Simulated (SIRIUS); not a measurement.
TiB2:

```
CELL_PARAMETERS angstrom
3.02920 0.00000 0.00000
-1.51460 2.62336 0.00000
0.00000 0.00000 3.22840
ATOMIC_POSITIONS crystal
Ti 0.00000 0.00000 0.00000
B 0.66667 0.33333 0.50000
B 0.33333 0.66667 0.50000
```

| Quantity | Value |
| --- | --- |
| Program | SIRIUS 7.10.0 |
| Task | relaxation of cell and atoms |
| Functional | PBE |
| Dispersion | D3(BJ) |
| Potentials or basis | PseudoDojo 0.4.1 PBE standard (scalar relativistic) |
| Cutoff | 1152 eV |
| Density cutoff | 4606 eV |
| k mesh | 5 × 5 × 4 |
| Occupations | fermi-dirac, width 0.05 eV |
| Spin | no spin polarisation |

At the start: pressure -7.7 GPa; volume 8.55 Å³/atom.

**Question.** Where does the relaxation end?

**Answer.** Over 6 steps the energy falls by 7.1 meV/atom and the volume is 8.29 Å³/atom (-3.1 %); space group P6/mmm (No. 191, to 0.05 Å).

Step by step:
```tsv
step	energy change (eV)	largest force (eV/Å)	pressure (GPa)	volume (Å³)
1	0.0000	0.0000	-7.73	25.66
2	-0.0068	0.0000	-6.33	25.50
3	-0.0205	0.0000	0.41	24.83
4	-0.0207	0.0000	0.21	24.85
5	-0.0213	0.0000	-0.24	24.88
6	-0.0213	0.0000	-0.10	24.86
```

Final structure:
```
Ti B
1.0
     3.00752    0.00000    0.00000
    -1.50376    2.60459    0.00000
     0.00000    0.00000    3.17366
Ti B
1 2
Direct
  0.00000 0.00000 0.00000
  0.66667 0.33333 0.50000
  0.33333 0.66667 0.50000
```

Caveat: the k mesh is coarse (spacing up to 0.49 Å⁻¹), so the values aren't converged; pairwise dispersion overbinds metals, which lowers pressure and volume.
